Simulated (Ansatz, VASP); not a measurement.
**Si in VASP and in Ansatz**

```
Si
1.0
     2.64696    2.64696    0.00000
    -2.64696    2.64696    0.00000
     0.00000    2.64696    2.74395
Si
2
Cartesian
  -1.3235 3.9704 1.3720
  0.0000 0.0000 0.0000
```

Change from the starting cell: in-plane strain -0.02, out-of-plane length and atoms relaxed by PAW.

Alike in both runs: functional LDA; k mesh 8 × 8 × 8; no spin polarisation.

Ansatz relaxed the structure, and its values are those at the end. VASP's run is a single point on that final structure, the one shown.

|  | VASP | Ansatz |
| --- | --- | --- |
| version | VASP 6.6.1 | Ansatz 0.2.0 |
| potentials or method | VASP PAW LDA potentials, release 64 (Si) | PAW with Ansatz's default frozen-core files, scalar-relativistic |
| plane-wave cutoff (eV) | 520 | 420 |
| occupations | gaussian, width 0.01 eV | fixed |
| valence electrons in the cell | 8 | 8 |

|  | VASP | Ansatz | Ansatz less VASP |
| --- | --- | --- | --- |
| pressure (GPa) | 2.5 | 2.5 | -0.05 |
